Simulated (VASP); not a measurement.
A run of VASP 6.6.1 is set up as follows.

INCAR

```
SYSTEM = Te2Mo
ALGO = Normal
EDIFF = 1E-7
ENCUT = 520
GGA = PS
ICORELEVEL = 1
ISIF = 2
ISMEAR = 0
LASPH = .TRUE.
LCHARG = .FALSE.
LREAL = .FALSE.
LWAVE = .FALSE.
NELM = 80
PREC = Accurate
SIGMA = 0.02
```

File KPOINTS:

```
k-points
0
G
  3 6 2
  0 0 0
```

POSCAR

```
Te2Mo
1.0
    6.3300000000      0.0000000000      0.0000000000
    0.0000000000      3.4690000000      0.0000000000
   -0.9467947088      0.0000000000     13.8276237937
Te Mo
8 4
Direct
    0.9437000000      0.7500000000      0.6045000000
    0.0563000000      0.2500000000      0.3955000000
    0.9030000000      0.2500000000      0.8514000000
    0.0970000000      0.7500000000      0.1486000000
    0.4112000000      0.7500000000      0.8955000000
    0.5888000000      0.2500000000      0.1045000000
    0.4432000000      0.2500000000      0.6484000000
    0.5568000000      0.7500000000      0.3516000000
    0.8167000000      0.7500000000      0.9926000000
    0.1833000000      0.2500000000      0.0074000000
    0.6819000000      0.2500000000      0.4934000000
    0.3181000000      0.7500000000      0.5066000000
```

Potentials or basis: VASP PAW PBE potentials, release 64 (Te, Mo_sv).

The run is started by

```sh
$ cat potpaw_PBE.64/Te/POTCAR potpaw_PBE.64/Mo_sv/POTCAR > POTCAR
$ mpirun -np 1 vasp_std > vasp.out
```

Problem. Estimate the pressure.

Solution. -1.3 GPa.

Problem. Estimate the largest force.

Solution. 0.311 eV/Å.

Stress tensor (GPa, compression positive):
```
-1.41  0.00  0.08
 0.00 -1.26  0.00
 0.08  0.00 -1.22
```

Caveat: the PAW data sets were made with another functional, which shifts forces and pressure a little. The run has no spin-orbit coupling, so splittings on Te are missing.
